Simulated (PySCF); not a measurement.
# Computed NMR parameters against published values

Atom-mapped SMILES (the numbers label the heavy atoms): `[NH2:1][C:2]([NH2:3])=[O:4]`. Hydrogens are named by the atom that carries them.

Measured values that the calculation should reproduce: δ $^{15}$N N1/N3 -304.1 ppm (measured; solution, DMSO; M. Witanowski et al., J. Mol. Struct. 476 (1999) 133).
δ $^{15}$N N1/N3 -306.6 ppm (measured; solution, CHCl3; M. Witanowski et al., J. Mol. Struct. 476 (1999) 133).
δ $^{15}$N N1/N3 -307.4 ppm (measured; solution, MeOH; M. Witanowski et al., J. Mol. Struct. 476 (1999) 133).
δ $^{15}$N N1/N3 -305.4 ppm (measured; solution, EtOH; M. Witanowski et al., J. Mol. Struct. 476 (1999) 133).
δ $^{15}$N N1/N3 -303.2 ppm (measured; solution, H2O; M. Witanowski et al., J. Mol. Struct. 476 (1999) 133).
δ $^{15}$N N1/N3 -307.8 ppm (measured; solution, Acetone; M. Witanowski et al., J. Mol. Struct. 476 (1999) 133).

- shielding tensors at B97-2/pcSseg-2 (GIAO)
- structure optimised with PBE0-D3(BJ)/def2-TZVP
- code: PySCF 2.14
- single conformer, averaged over atoms made equivalent by symmetry, fast rotation or ring inversion, non-relativistic Hamiltonian, no solvent

What does the calculation give, and how does it compare?

Results:


Reference values: measured (solution, DMSO; M. Witanowski et al., J. Mol. Struct. 476 (1999) 133).
```json
{"atoms": "N1/N3", "quantity": "δ $^{15}$N vs neat liquid CH3NO2", "reference": "-304.1", "computed": "–", "computed, scaled": "-311.5"}
```

Reference values: measured (solution, CHCl3; M. Witanowski et al., J. Mol. Struct. 476 (1999) 133).
```json
{"atoms": "N1/N3", "quantity": "δ $^{15}$N vs neat liquid CH3NO2", "reference": "-306.6", "computed": "–", "computed, scaled": "-311.5"}
```

Reference values: measured (solution, MeOH; M. Witanowski et al., J. Mol. Struct. 476 (1999) 133).
| atoms | quantity | reference | computed | computed, scaled |
| --- | --- | --- | --- | --- |
| N1/N3 | δ $^{15}$N vs neat liquid CH3NO2 | -307.4 | – | -311.5 |

Reference values: measured (solution, EtOH; M. Witanowski et al., J. Mol. Struct. 476 (1999) 133).
```tsv
atoms	quantity	reference	computed	computed, scaled
N1/N3	δ $^{15}$N vs neat liquid CH3NO2	-305.4	–	-311.5
```

Reference values: measured (solution, H2O; M. Witanowski et al., J. Mol. Struct. 476 (1999) 133).
| atoms | quantity | reference | computed | computed, scaled |
| --- | --- | --- | --- | --- |
| N1/N3 | δ $^{15}$N vs neat liquid CH3NO2 | -303.2 | – | -311.5 |

Reference values: measured (solution, Acetone; M. Witanowski et al., J. Mol. Struct. 476 (1999) 133).
| atoms | quantity | reference | computed | computed, scaled |
| --- | --- | --- | --- | --- |
| N1/N3 | δ $^{15}$N vs neat liquid CH3NO2 | -307.8 | – | -311.5 |

Computed shifts are σ(ref) − σ with the named reference compound (TMS for H and C) calculated as an isolated molecule at the same level. The measured values may be among those fitted. Shieldings were converted by a linear fit to measured shifts: $^{15}$N (scatter 6.8 ppm rms vs CH3NO2, solution or neat liquid). Occasional misses reach two or three times the rms, and more in compound classes unlike the fitted ones.

6 of the 8 published NMR values on file for this molecule are compared. The rest: values from further sources.
